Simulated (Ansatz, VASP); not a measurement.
## ZnAu: VASP beside Ansatz

File INCAR:

```
PREC = Accurate ; ENCUT = 520
EDIFF = 1E-6 ; ISMEAR = -1
SIGMA = 0.05 ; LREAL = False
LASPH = True ; NELM = 100
ALGO = Fast ; ISIF = 2
LWAVE = False ; LCHARG = False
GGA = PE ; NBANDS = 18
```

File KPOINTS:

```
regular mesh
0
Gamma
  13 13 13
```

File POSCAR:

```
ZnAu
1.0
    3.1470000000      0.0000000000      0.0000000000
    0.0000000000      3.1470000000      0.0000000000
    0.0000000000      0.0000000000      3.1470000000
Zn Au
1 1
Direct
    0.5000000000      0.5000000000      0.5000000000
    0.0220152526      0.0220152526      0.0220152526
```

Input for Ansatz:

```yaml
crystal:
  lattice:
    - [3.147, 0.0, 0.0]
    - [0.0, 3.147, 0.0]
    - [0.0, 0.0, 3.147]
  atoms:
    - { symbol: Zn, position: [0.5, 0.5, 0.5] }
    - { symbol: Au, position: [0.0220152526, 0.0220152526, 0.0220152526] }
kpoints:
  mp_grid: { grid: [13, 13, 13] }
scf:
  occupations: { method: fermi_dirac, width: 0.05 }
hamiltonian:
  xc: pbe
  pseudopotentials: { kind: all_electron, lapw: { basis_error: 0.0005 } }
output:
  forces: true
  stress: true
  eigenvalues: true
```

Alike in both runs: task single point; functional PBE; k mesh 13 × 13 × 13; occupations fermi-dirac, width 0.05 eV; no spin polarisation.

```csv
,VASP,Ansatz
version,VASP 6.6.1,Ansatz 0.2.0
potentials or method,"VASP PAW PBE potentials, release 64 (Zn, Au)","all-electron LAPW, scalar-relativistic"
plane-wave cutoff (eV),520,see its input
```

```tsv
	VASP	Ansatz	Ansatz less VASP
pressure (GPa)	5.8	5.6	-0.17
largest component of the traceless stress (GPa)	0.51	0.51	-0.008
rms of the force components (eV/Å)	0.282	0.277	-0.0046
```

Atom by atom the forces differ by 0.005 eV/Å (rms over components). Ansatz ran all-electron here, so the differences hold the error of VASP's frozen core and of both bases.

Spin-orbit coupling is left out, which matters for the levels of Au.
